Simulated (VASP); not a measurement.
# GaSb (F-43m) in VASP: a series of runs

Aim: see how the results for GaSb move with the level of theory and the settings. Levels: PBEsol+D3(BJ), BLYP+D4, LDA. Tasks: single point.

Everything below comes from runs of VASP 6.6.1. Logs are shortened: lines on timing, memory, paths and dates and some standing lists are left out, and cuts for length are marked.

**Experimental background.**

A printed reference work, data compilation reports, for a bulk crystal of GaSb at 4.2 K: band gap 0.811 eV (direct).

The runs below are set against these values where they give the same quantity.

## Step 1: The cell of the first run

It takes space group F-43m (No. 216, cubic). Conventional cell: a = 6.159 Å, b = 6.159 Å, c = 6.159 Å, α = 90.00°, β = 90.00°, γ = 90.00°. Within 3.5 Å of Sb (site symmetry -43m) lie 4 Ga at 2.67 Å. Ga (site symmetry -43m) has 4 Sb at 2.67 Å within 3.5 Å.

## Step 2: Single point, PBEsol+D3(BJ)

Input file INCAR:

```
ALGO = Normal
EDIFF = 1E-6
ENCUT = 520
GGA = PS
ISIF = 2
ISMEAR = -1
IVDW = 12
LASPH = True
LCHARG = False
LREAL = False
LWAVE = False
NBANDS = 16
NELM = 60
PREC = Accurate
SIGMA = 0.05
```

Input file KPOINTS:

```
k-points
0
Gamma
  8 8 8
```

Input file POSCAR:

```
GaSb
1.0
    0.0000000000      3.0792588685      3.0792588685
    3.0792588685      0.0000000000      3.0792588685
    3.0792588685      3.0792588685      0.0000000000
Sb Ga
1 1
Direct
    0.7500000000      0.7500000000      0.7500000000
    0.0000000000      0.0000000000      0.0000000000
```

Potentials or basis: VASP PAW PBE potentials, release 64 (Sb, Ga_d).

Run with:

```
$ cat potpaw_PBE.64/Sb/POTCAR potpaw_PBE.64/Ga_d/POTCAR > POTCAR
$ mpirun -np 1 vasp_std > vasp.out
```

OUTCAR:

```text
EDIFF = 1E-6
   ENCUT = 520
   GGA = PS
   ISIF = 2
   ISMEAR = -1
   IVDW = 12
   LASPH = True
   LREAL = False
   NELM = 60
   PREC = Accurate
 IVDW          = 12

 ion  position               nearest neighbor table
   1  0.750  0.750  0.750-   2 2.67   2 2.67   2 2.67   2 2.67
   2  0.000  0.000  0.000-   1 2.67   1 2.67   1 2.67   1 2.67

  LATTYP: Found a face centered cubic cell.
 ALAT       =     6.1585177370

  Lattice vectors:

 A1 = (   0.0000000000,   3.0792588685,   3.0792588685)
 A2 = (   3.0792588685,   0.0000000000,   3.0792588685)
 A3 = (   3.0792588685,   3.0792588685,   0.0000000000)

Analysis of symmetry for initial positions (statically):
=====================================================================
 Subroutine PRICEL returns:
 Original cell was already a primitive cell.

 Routine SETGRP: Setting up the symmetry group for a
 face centered cubic supercell.

 Subroutine GETGRP returns: Found 24 space group operations
 (whereof 24 operations were pure point group operations)
 out of a pool of 48 trial point group operations.

The static configuration has the point symmetry T_d .

Analysis of symmetry for dynamics (positions and initial velocities):
=====================================================================
 Subroutine PRICEL returns:
 Original cell was already a primitive cell.

 Routine SETGRP: Setting up the symmetry group for a
 face centered cubic supercell.

 Subroutine GETGRP returns: Found 24 space group operations
 (whereof 24 operations were pure point group operations)
 out of a pool of 48 trial point group operations.

The dynamic configuration has the point symmetry T_d .

 Subroutine INISYM returns: Found 24 space group operations
 (whereof 24 operations are pure point group operations),
 and found     1 'primitive' translations

----------------------------------------------------------------------------------------

                                     Primitive cell

  volume of cell :      58.3941

  direct lattice vectors                    reciprocal lattice vectors
     0.000000000  3.079258869  3.079258869    -0.162376735  0.162376735  0.162376735
     3.079258869  0.000000000  3.079258869     0.162376735 -0.162376735  0.162376735
     3.079258869  3.079258869  0.000000000     0.162376735  0.162376735 -0.162376735

  length of vectors
     4.354729654  4.354729654  4.354729654     0.281244754  0.281244754  0.281244754

  position of ions in fractional coordinates (direct lattice)
     0.750000000  0.750000000  0.750000000
     0.000000000  0.000000000  0.000000000

  ion indices of the primitive-cell ions
   primitive index   ion index
                 1           1
                 2           2

----------------------------------------------------------------------------------------

 KPOINTS: k-points

Automatic generation of k-mesh.
 Grid dimensions read from file:
 generate k-points for:    8    8    8

 Generating k-lattice:

  Cartesian coordinates                     Fractional coordinates (reciprocal lattice)
    -0.020297092  0.020297092  0.020297092     0.125000000  0.000000000  0.000000000
     0.020297092 -0.020297092  0.020297092     0.000000000  0.125000000  0.000000000
     0.020297092  0.020297092 -0.020297092     0.000000000  0.000000000  0.125000000

  Length of vectors
     0.035155594  0.035155594  0.035155594

  Shift w.r.t. Gamma in fractional coordinates (k-lattice)
     0.000000000  0.000000000  0.000000000

 Subroutine IBZKPT returns following result:
 ===========================================

 Found     29 irreducible k-points:

 Following reciprocal coordinates:
            Coordinates               Weight
  0.000000  0.000000  0.000000      1.000000
  0.125000  0.000000  0.000000      8.000000
  0.250000  0.000000  0.000000      8.000000
  0.375000  0.000000  0.000000      8.000000
  0.500000  0.000000  0.000000      4.000000
  0.125000  0.125000  0.000000      6.000000
[... 16 lines left out ...]
  0.500000  0.250000  0.125000     48.000000
 -0.375000  0.250000  0.125000     24.000000
 [... further k-points ...]
   k-points           NKPTS =     29   k-points in BZ     NKDIM =     29   number of bands    NBANDS=     16
   number of dos      NEDOS =    301   number of ions     NIONS =      2
   total plane-waves  NPLWV =  32768
   dimension x,y,z NGX =    32 NGY =   32 NGZ =   32
   dimension x,y,z NGXF=    64 NGYF=   64 NGZF=   64
   ions per type =               1   1
   NGX,Y,Z   is equivalent  to a cutoff of  12.22, 12.22, 12.22 a.u.
   NGXF,Y,Z  is equivalent  to a cutoff of  24.43, 24.43, 24.43 a.u.
 SYSTEM =  unknown system
   PREC   = accura    normal or accurate (medium, high low for compatibility)
   ISTART =      0    job   : 0-new  1-cont  2-samecut
   ICHARG =      2    charge: 1-file 2-atom 10-const
   ISPIN  =      1    spin polarized calculation?
   LNONCOLLINEAR =      F non collinear calculations
   LSORBIT =      F    spin-orbit coupling
   LASPH  =      T    aspherical Exc in radial PAW
   ENCUT  =  520.0 eV  38.22 Ry    6.18 a.u.   8.10  8.10  8.10*2*pi/ulx,y,z
   NELM   =     60;   NELMIN=  2; NELMDL= -5     # of ELM steps
   EDIFF  = 0.1E-05   stopping-criterion for ELM
   LREAL  =      F    real-space projection
   EDIFFG = 0.1E-04   stopping-criterion for IOM
   NSW    =      0    number of steps for IOM
   IBRION =     -1    ionic relax: 0-MD 1-quasi-New 2-CG
   NFREE  =      0    steps in history (QN), initial steepest desc. (CG)
   ISIF   =      2    stress and relaxation
   ISYM   =      2    0-nonsym 1-usesym 2-fastsym
   POTIM  = 0.5000    time-step for ionic-motion
   TEBEG  =    0.0;   TEEND  =   0.0 temperature during run
   PSTRESS=    0.0 pullay stress
   NELECT =      18.0000    total number of electrons
   NUPDOWN=      -1.0000    fix difference up-down
   EMIN   =  10.00;   EMAX   =-10.00  energy-range for DOS
   EFERMI =   0.00;   METHOD = LEGACY
   ISMEAR =    -1;   SIGMA  =   0.05  broadening in eV -4-tet -1-fermi 0-gaus
   EFERMI_NEDOS =   21; number of points for ismear=-14 and -15
   IALGO  =     38    algorithm
   IMIX   =      4    mixing-type and parameters
     AMIX     =   0.40;   BMIX     =  1.00
     AMIX_MAG =   1.60;   BMIX_MAG =  1.00
  volume/ion in A,a.u.               =      29.20       197.03
  Fermi-wavevector in a.u.,A,eV,Ry     =   1.105884  2.089817 16.639637  1.222979
  Thomas-Fermi vector in A             =   2.242377
   LORBIT       =      0    0 simple, 1 ext, 2 COOP (PROOUT), +10 PAW based schemes
   GGA     = PS    functional components
   LHFCALC =     F    Hartree Fock is set to
   AEXX    =    0.0000 exact exchange contribution
   IVDW    =    12    specifies the selected vdW correction
   LEPSILON=     F    determine dielectric tensor
   LRPA    =     F    only Hartree local field effects (RPA)
 non-spin polarized calculation
  energy-cutoff  :      520.00
  volume of cell :       58.39
 maximum number of plane-waves:      1591
   NGX = 17   NGY = 17   NGZ = 17

 number of electron      17.9999997 magnetization

 Free energy of the ion-electron system (eV)
  ---------------------------------------------------
  ext. energy  EPLUGINS =         0.00000000
  ---------------------------------------------------
  free energy    TOTEN  =        -8.14421846 eV

  energy without entropy =       -8.14371057  energy(sigma->0) =       -8.14396452

 E-fermi :   4.5724     XC(G=0):  -9.1800

 val. band max:        4.5326428910   @ k =   0.0000   0.0000   0.0000
 cond. band min:       4.8388524308   @ k =   0.5000   0.0000   0.0000
 fundamental gap:      0.3062095399
 Fermi energy:         4.5724153879

 k-point     1 :       0.0000    0.0000    0.0000
  band No.  band energies     occupation
      1     -10.4278      2.00000
      2     -10.4278      2.00000
      3     -10.4278      2.00000
      4     -10.3805      2.00000
      5     -10.3805      2.00000
      6      -6.8349      2.00000
[... 8 lines left out ...]
     15      13.0929      0.00000
     16      13.0929      0.00000

 k-point     2 :       0.1250    0.0000    0.0000
  band No.  band energies     occupation
      1     -10.4317      2.00000
      2     -10.4261      2.00000
      3     -10.4261      2.00000
      4     -10.3807      2.00000
      5     -10.3807      2.00000
      6      -6.6785      2.00000
[... 8 lines left out ...]
     15      12.2790      0.00000
     16      12.2790      0.00000

 k-point     3 :       0.2500    0.0000    0.0000
  band No.  band energies     occupation
      1     -10.4410      2.00000
      2     -10.4222      2.00000
      3     -10.4222      2.00000
      4     -10.3808      2.00000
      5     -10.3808      2.00000
      6      -6.2335      2.00000
[... 8 lines left out ...]
     15      12.0597      0.00000
     16      12.0597      0.00000

 k-point     4 :       0.3750    0.0000    0.0000
  band No.  band energies     occupation
      1     -10.4501      2.00000
      2     -10.4189      2.00000
      3     -10.4189      2.00000
      4     -10.3805      2.00000
      5     -10.3805      2.00000
      6      -5.6188      2.00000
[... 8 lines left out ...]
     15      12.9974      0.00000
     16      12.9974      0.00000
[... 324 lines left out ...]
 k-point    22 :       0.3750    0.2500    0.1250
  band No.  band energies     occupation
      1     -10.4503      2.00000
      2     -10.4178      2.00000
      3     -10.4164      2.00000
      4     -10.3842      2.00000
      5     -10.3791      2.00000
      6      -5.8455      2.00000
[... 8 lines left out ...]
     15      13.4215      0.00000
     16      13.7056      0.00000

 k-point    23 :       0.5000    0.2500    0.1250
  band No.  band energies     occupation
      1     -10.4564      2.00000
      2     -10.4155      2.00000
      3     -10.4132      2.00000
      4     -10.3841      2.00000
      5     -10.3796      2.00000
      6      -5.2576      2.00000
[... 8 lines left out ...]
     15      13.1561      0.00000
     16      14.5518      0.00000

 k-point    24 :      -0.3750    0.2500    0.1250
  band No.  band energies     occupation
      1     -10.4587      2.00000
      2     -10.4149      2.00000
      3     -10.4120      2.00000
      4     -10.3833      2.00000
      5     -10.3802      2.00000
      6      -4.9109      2.00000
[... 8 lines left out ...]
     15      14.0509      0.00000
     16      14.5587      0.00000

 [... further k-points ...]

------------------------ aborting loop because EDIFF is reached ----------------------------------------

 Edisp (eV)   -0.63531

 E8    (eV) :    -0.4388

  FORCE on cell =-STRESS in cart. coord.  units (eV):
  Direction    XX          YY          ZZ          XY          YZ          ZX
  --------------------------------------------------------------------------------------
  -------------------------------------------------------------------------------------
  Total      -0.99264    -0.99264    -0.99264    -0.00000     0.00000    -0.00000
  in kB     -27.23532   -27.23532   -27.23532    -0.00000     0.00000    -0.00000
  external pressure =      -27.24 kB  Pullay stress =        0.00 kB

 VOLUME and BASIS-vectors are now :
 -----------------------------------------------------------------------------
  energy-cutoff  :      520.00
  volume of cell :       58.39
      direct lattice vectors                 reciprocal lattice vectors
     0.000000000  3.079258869  3.079258869    -0.162376735  0.162376735  0.162376735
     3.079258869  0.000000000  3.079258869     0.162376735 -0.162376735  0.162376735
     3.079258869  3.079258869  0.000000000     0.162376735  0.162376735 -0.162376735

 POSITION                                       TOTAL-FORCE (eV/Angst)
 -----------------------------------------------------------------------------------
      4.61889      4.61889      4.61889        -0.000000     -0.000000      0.000000
      0.00000      0.00000      0.00000         0.000000      0.000000     -0.000000
 -----------------------------------------------------------------------------------
    total drift:                               -0.000000     -0.000000     -0.000000

  FREE ENERGIE OF THE ION-ELECTRON SYSTEM (eV)
  ---------------------------------------------------
  free  energy   TOTEN  =        -8.7795254588 eV

  energy  without entropy=       -8.7790175771  energy(sigma->0) =       -8.77927152
```

Run time: 15 s. Hardware: 1 thread of Intel Xeon Platinum 8488C (Sapphire Rapids), shared host; peak memory 0.19 GiB.

What came out:

```
Free energy                : -8.7795 eV
Pressure                   : -2.7 GPa
Band gap on the k mesh     : zero (filled and empty bands touch)
Dispersion energy per atom : -0.318 eV
```

Caveat: the PAW data sets were made with another functional, which shifts forces and pressure a little; spin-orbit coupling is left out, which moves the levels of the heavy elements; pairwise dispersion overbinds metals, which lowers pressure and volume.

## Step 3: Single point, BLYP+D4

This run uses another cell than the first one, of 28.84 Å³/atom, 0.988 times its volume.

Input file INCAR:

```
PREC     = Accurate       # precision mode
ENCUT    = 520            # plane-wave cutoff, eV
EDIFF    = 1E-6           # SCF threshold, eV
ISMEAR   = -1             # smearing method
SIGMA    = 0.05           # smearing width, eV
LREAL    = F              # projectors in reciprocal space
LASPH    = T              # aspherical terms in the spheres
NELM     = 60             # most SCF steps
ALGO     = Normal         # electronic algorithm
ISIF     = 2              # what is computed and relaxed
LWAVE    = F              # write WAVECAR
LCHARG   = F              # write CHGCAR
GGA      = B5             # functional
ALDAX    = 1.0          
AGGAX    = 1.0          
AGGAC    = 1.0          
ALDAC    = 0.0          
IVDW     = 13             # dispersion correction
VDW_S6   = 1.0          
VDW_S8   = 2.34076671   
VDW_A1   = 0.44488865   
VDW_A2   = 4.0933009    
NBANDS   = 16             # bands
```

Input file KPOINTS:

```
Automatic mesh
0
Gamma
  8 8 8
```

Input file POSCAR:

```
GaSb
1.0
    0.0000000000      3.0666548073      3.0666548073
    3.0666548073      0.0000000000      3.0666548073
    3.0666548073      3.0666548073      0.0000000000
Sb Ga
1 1
Direct
    0.7500000000      0.7500000000      0.7500000000
    0.0000000000      0.0000000000      0.0000000000
```

Potentials or basis: VASP PAW PBE potentials, release 64 (Sb, Ga_d).

Run with:

```
$ cat potpaw_PBE.64/Sb/POTCAR potpaw_PBE.64/Ga_d/POTCAR > POTCAR
$ mpirun -np 1 vasp_std > vasp.out
```

Wall time 25 s (1 thread of Intel Xeon Platinum 8488C (Sapphire Rapids), shared host); peak memory 0.18 GiB.

The run converged. Its results:

* Free energy: -7.6014 eV
* Pressure: 0.2 GPa
* Band gap on the k mesh: zero (filled and empty bands touch)
* Dispersion energy per atom: -0.788 eV

Levels at points of the mesh, in eV from the Fermi level:
| k point | band 7 | band 8 | band 9 | band 10 | band 11 | band 12 |
| --- | --- | --- | --- | --- | --- | --- |
| (0.00, 0.00, 0.00) | -0.21 | -0.04 | -0.04 | -0.04 | 2.77 | 2.77 |
| (0.50, 0.00, 0.00) | -6.37 | -1.18 | -1.18 | 0.34 | 3.77 | 3.77 |
| (0.50, 0.50, 0.00) | -6.86 | -2.56 | -2.56 | 0.95 | 1.37 | 8.53 |

Caveat: the PAW data sets were made with another functional, which shifts forces and pressure a little; spin-orbit coupling is left out, which moves the levels of the heavy elements; pairwise dispersion overbinds metals, which lowers pressure and volume.

(Continued in part 2 of 2.)
